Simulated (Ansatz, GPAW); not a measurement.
Given: the input of a run of Ansatz 0.2.0 on CaO. The cell is a database's computed one, not the measured one.

The input input.yaml:

```yaml
crystal:
  lattice:
    - [0.0, 2.403555696, 2.403555696]
    - [2.403555696, 0.0, 2.403555696]
    - [2.403555696, 2.403555696, 0.0]
  atoms:
    - { symbol: Ca, position: [0.0, 0.0, 0.0] }
    - { symbol: O, position: [0.5, 0.5, 0.5] }
hamiltonian:
  xc: pbe
  pseudopotentials: { kind: paw }
kpoints:
  mp_grid: { grid: [10, 10, 10] }
scf:
  occupations: { method: gaussian, width: 0.012 }
output:
  forces: true
  stress: true
  eigenvalues: true
  write_density: true
  write_potential: true
  elf: true
  volumetric_format: npy
```

Potentials or basis: Ansatz PAW.

Launch:

```bash
$ ansatz run input.yaml --threads 2 --pin off --max-ram 5632MiB --backend cpu --events-out ev --progress --plain --runs-dir out
```

Task: Translate it to GPAW 26.7.0 (ASE script). Potentials or basis there: GPAW PAW data sets (gpaw-data 1.2.1), cutoff 800 eV.

Result: As run (cutoffs and basis follow the program's own potentials, and thresholds, step limits or extra output files can differ):

The input run.py:

```python
from ase.dft.bandgap import bandgap
from ase.io import read, write
from ase.units import Bohr, GPa
from gpaw import GPAW, PW
from gpaw.elf import elf_from_dft_calculation

atoms = read('POSCAR')

calc = GPAW(mode=PW(800),
            xc='PBE',
            kpts={'size': (10, 10, 10), 'gamma': True},
            occupations={'name': 'methfessel-paxton', 'order': 0, 'width': 0.012},
            nbands=16,
            convergence={'density': 1e-05, 'energy': 1e-05},
            maxiter=150,
            txt='gpaw.txt')
atoms.calc = calc
energy = atoms.get_potential_energy()
forces = atoms.get_forces()
stress = atoms.get_stress()
calc.write('gs.gpw')
write('result.traj', atoms)
print(f'Energy: {energy:.6f} eV')
print('Forces (eV/A):')
print(forces.round(4))
print('Stress (GPa):', (stress / GPa).round(3))
print('Fermi level:', round(calc.get_fermi_level(), 4), 'eV')
print(f'Gap: {bandgap(calc)[0]:.4f} eV, direct: {bandgap(calc, direct=True)[0]:.4f} eV')

# fields on the real-space grid
write('density.cube', atoms, data=calc.get_pseudo_density() * Bohr**3)
write('potential.cube', atoms, data=calc.get_electrostatic_potential())
write('elf.cube', atoms, data=elf_from_dft_calculation(calc).data)
```

Contents of POSCAR:

```
CaO
1.0
    0.0000000000      2.4035556960      2.4035556960
    2.4035556960      0.0000000000      2.4035556960
    2.4035556960      2.4035556960      0.0000000000
Ca O
1 1
Direct
    0.0000000000      0.0000000000      0.0000000000
    0.5000000000      0.5000000000      0.5000000000
```

Potentials or basis: GPAW PAW data sets (gpaw-data 1.2.1), pw.

Run with:

```sh
$ OMP_NUM_THREADS=1 python run.py
```

Both were run:

|  | Ansatz | GPAW |
| --- | --- | --- |
| Pressure | 1.6 GPa | 2.2 GPa |

Ansatz's pressure holds a Pulay term of +0.41 GPa for its cutoff of 420 eV, which the other run lacks.

Where Ansatz's input types no cutoff or centring, it takes its own default and a Γ-centred mesh.

Pressure is positive in compression.
